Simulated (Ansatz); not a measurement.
Space group Pm-3m (No. 221). a = 3.525 Å, b = 3.525 Å, c = 3.525 Å, α = 90.00°, β = 90.00°, γ = 90.00°
```csv
atom,site,symmetry,x,y,z
Ni,3c,4/mm.m,0.5000,0.0000,0.5000
Ge,1a,m-3m,0.0000,0.0000,0.0000
```

Equation of state of this Ni3Ge structure (not necessarily the ground state), with shape and atoms relaxed at each volume where symmetry leaves them free. It has no gap at any of these volumes. All numbers below come from DFT PBEsol, scalar-relativistic, plane waves, PAW (Ansatz 0.2.0).

Cutoff 420 eV; k points 12×12×12 on the computed 4-atom cell (Γ-centred); Gaussian smearing, width 0.10 eV; no spin polarisation.

| V (Å³/atom) | E − E(largest V) (meV/atom) | P (GPa) |
| --- | --- | --- |
| 10.292 | 6.26 | 15.72 |
| 10.621 | -16.92 | 7.18 |
| 10.949 | -24.05 | 0.01 |
| 11.278 | -17.68 | -6.01 |
| 11.606 | 0.00 | -11.06 |

Task: Fit a third-order Birch–Murnaghan equation to E(V).

Result: V0 = 10.95 Å³/atom, B0 = 219 GPa, B0' = 4.8.